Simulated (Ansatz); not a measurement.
Write the native input for Ansatz 0.2.0 that does the following.

```
Task                : band structure
Functional          : PBEsol
Potentials or basis : all-electron LAPW, scalar-relativistic
Cutoff              : 178 eV (chosen from the basis error)
Basis error allowed : 0.001 eV/atom
k mesh              : 6 × 6 × 6
Occupations         : fermi-dirac, width 0.05 eV
Spin                : no spin polarisation
```

PbS (Galena):

```
Pb S
1.0
     0.00000    2.96575    2.96575
     2.96575    0.00000    2.96575
     2.96575    2.96575    0.00000
Pb S
1 1
Cartesian
  0.0000 0.0000 0.0000
  2.9657 2.9657 2.9657
```

The input as run:

input.yaml

```yaml
crystal:
  lattice:
    - [0.0, 2.96575, 2.96575]
    - [2.96575, 0.0, 2.96575]
    - [2.96575, 2.96575, 0.0]
  atoms:
    - { symbol: Pb, position: [0.0, 0.0, 0.0] }
    - { symbol: S, position: [0.5, 0.5, 0.5] }
kpoints:
  mp_grid: { grid: [6, 6, 6] }
  band_path:
    path:
      - [0.0, 0.0, 0.0]
      - [0.5, 0.0, 0.5]
      - [0.5, 0.25, 0.75]
      - [0.375, 0.375, 0.75]
      - [0.0, 0.0, 0.0]
      - [0.5, 0.5, 0.5]
      - [0.625, 0.25, 0.625]
      - [0.5, 0.25, 0.75]
    npoints: 12
scf:
  occupations: { method: fermi_dirac, width: 0.05 }
hamiltonian:
  xc: pbesol
  pseudopotentials: { kind: all_electron, lapw: { basis_error: 0.001 } }
output:
  forces: true
  stress: true
  eigenvalues: true
```

Potentials or basis: all-electron LAPW, scalar-relativistic.

Command:

```console
$ ansatz run input.yaml --threads 1 --pin off --max-ram 3072MiB --backend cpu --events-out ev --progress --plain --runs-dir out
```

It gave:

```yaml
Pressure: -0.9 GPa
Band_gap_on_the_k_mesh: 0.25 eV, direct
Band_gap_along_the_path: 0.25 eV, direct
```

Caveat: spin-orbit coupling is left out, which as a rule narrows the gap of such compounds by several tenths of an eV.

Wall time 9.3 s on 1 thread of AMD EPYC 7R13 Processor (Zen 3), on a shared host, peak memory 0.3 GiB.
